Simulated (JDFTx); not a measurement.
Write the native input for JDFTx 1.7.0 (patched build) that does the following.

| Property | Result |
| --- | --- |
| Task | relaxation of cell and atoms |
| Functional | LDA |
| Potentials or basis | PseudoDojo-SR-LDA-0.4.1-standard with smoothed tails |
| Cutoff | 1034 eV |
| Density cutoff | 8272 eV |
| k mesh | 10 × 10 × 10 |
| Occupations | fermi-dirac, width 0.05 eV |
| Spin | no spin polarisation |
| Local potential set to -Z/r beyond | 6 bohr |
| Bands | 9 |
| Density cutoff over wavefunction cutoff | 8 |
| Max SCF steps | 100 |
| SCF threshold on the energy | 1e-09 Ha |
| Solver of the electrons | scf |
| Further solve for the empty bands | no |

Crystal: BP.

```
P B
1.0
     0.00000    2.26900    2.26900
     2.26900    0.00000    2.26900
     2.26900    2.26900    0.00000
P B
1 1
Direct
  0.75000 0.75000 0.75000
  0.00000 0.00000 0.00000
```

These files were run (other wordings do the same):

BP.in

```
lattice \
    0.0000000000     4.2877885768     4.2877885768 \
    4.2877885768     0.0000000000     4.2877885768 \
    4.2877885768     4.2877885768     0.0000000000
coords-type Cartesian
ion P      6.4316828652     6.4316828652     6.4316828652 1
ion B      0.0000000000     0.0000000000     0.0000000000 1

ion-species pseudo/P.upf
ion-species pseudo/B.upf
elec-cutoff 38 304
elec-ex-corr lda-PW
kpoint-folding 10 10 10
elec-smearing Fermi 0.0018374661
elec-n-bands 9
electronic-SCF nIterations 100 energyDiffThreshold 1e-09
electronic-minimize nIterations 30 energyDiffThreshold 1e-7
forces-output-coords Cartesian
lattice-minimize nIterations 40 energyDiffThreshold 1e-6

dump-name run.$VAR
dump End Ecomponents EigStats BandEigs Kpoints Forces Stress
```

Potentials or basis: PseudoDojo-SR-LDA-0.4.1-standard with smoothed tails.

Run with:

```bash
$ jdftx -c 1 -i BP.in -o BP.out
```

It gave:

```yaml
Relaxed_volume: 11.29 Å³/atom
Relaxed_cell: a = 3.173 Å, b = 3.173 Å, c = 3.173 Å, α = 60.00°, β = 60.00°, γ = 60.00°
Space_group_after_relaxing_to_0.05_Å: F-43m (No. 216)
Energy_gained_by_relaxing: 7.0 meV/atom
Ionic_steps: 5
Pressure_after_relaxing: 0.0 GPa
Band_gap_on_the_k_mesh: 1.16 eV, indirect (least direct gap 3.44 eV)
Loewdin_charges: P +0.74; B -0.68 e
```

It took 91 s on 1 thread of Arm Neoverse V2, with other jobs on the host, peak memory 0.1 GiB.
